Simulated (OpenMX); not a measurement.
BaTiO3:

```
CELL_PARAMETERS angstrom
3.99980 0.00000 0.00000
0.00000 3.99980 0.00000
0.00000 0.00000 4.01800
ATOMIC_POSITIONS crystal
Ba 0.99557 0.99064 0.00350
Ti 0.50254 0.49192 0.46877
O 0.47922 0.51432 0.00641
O 0.50273 0.00330 0.50938
O 0.01995 0.49981 0.53994
```

The cell isn't the ideal one: all atoms moved at random, sigma 0.05 Å a component.

Base run:

```yaml
Program: OpenMX 3.8.5
Functional: PBE
Potentials_or_basis: OpenMX 2013 PBE set, Ba10.0-s3p2d2f1, Ti7.0-s3p2d2f1, O6.0-s3p2d2, grid cutoff 400 Ry
k_mesh: 7 × 7 × 7
Occupations: fermi-dirac, width 0.05 eV
Spin: no spin polarisation
```

Its results: band gap on the k mesh 1.84 eV, indirect (least direct gap 2.15 eV); pressure 3.6 GPa; largest force 1.310 eV/Å.

Question: The run is repeated on the same cell with these changes: potentials or basis from OpenMX 2013 PBE set, Ba10.0-s3p2d2f1, Ti7.0-s3p2d2f1, O6.0-s3p2d2, grid cutoff 400 Ry to OpenMX 2013 PBE set, Ba10.0-s3p2d2, Ti7.0-s3p2d2, O6.0-s2p2d1, grid cutoff 400 Ry. What comes out?

Answer: Band gap on the k mesh 1.62 eV, indirect (least direct gap 1.96 eV); pressure 4.6 GPa; largest force 1.274 eV/Å.

Caveats: spin-orbit coupling is left out, which moves the levels of the heavy elements; the basis of atomic orbitals isn't converged, which shifts pressures, moduli and gaps; forces of over 1 eV/Å show positions far from the minimum, so gaps and moduli don't describe the material at rest; the mesh misses the band edges, which the band path finds closer together (some runs); an odd mesh through Γ misses points on the zone boundary, where band edges often lie (some runs).
